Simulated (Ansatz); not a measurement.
The system is InAs.

```
In As
1.0
     4.73122    0.00000    0.00000
    -2.36561    4.09736    0.00000
     0.00000    0.00000    2.91089
In As
1 1
Direct
  0.00000 0.00000 0.00000
  0.66667 0.33333 0.00000
```

The cell was built by a generator and needn't be a form met in nature.

| Property | Result |
| --- | --- |
| Program | Ansatz 0.2.0 |
| Task | relaxation of cell and atoms |
| Functional | HSEsol |
| Potentials or basis | Ansatz PAW |
| Cutoff | 420 eV (not typed: the program's choice for these potentials) |
| k mesh | 4 × 4 × 5 |
| Occupations | fermi-dirac, width 0.05 eV |
| Spin | no spin polarisation |

At the start: volume 28.21 Å³/atom.

Task: How do energy, volume and symmetry change on relaxing?

Result: It ends after 5 steps and the volume is 27.33 Å³/atom (-3.1 %); space group P-6m2 (No. 187, to 0.05 Å).

The path:
```
step  energy change (eV)  largest force (eV/Å)  volume (Å³)
   1              0.0000                0.0000        56.43
   2             -0.0357                0.0000        53.98
   3             -0.0390                0.0000        54.92
   4             -0.0393                0.0000        54.67
   5             -0.0390                0.0000        54.67
```

Final structure:
```
In As
1.0
     4.74802    0.00000    0.00000
    -2.37401    4.11190    0.00000
     0.00000    0.00000    2.80012
In As
1 1
Direct
  0.00000 0.00000 0.00000
  0.66667 0.33333 0.00000
```

Caveat: the k mesh is coarse (spacing up to 0.43 Å⁻¹), so the values aren't converged, least of all with exact exchange; the plane-wave basis is chosen anew once the cell has moved, so the energies of steps on either side of that aren't comparable; the PAW data sets come from PBE, with cores solved anew for the run's functional, which leaves a small shift of forces and pressure.
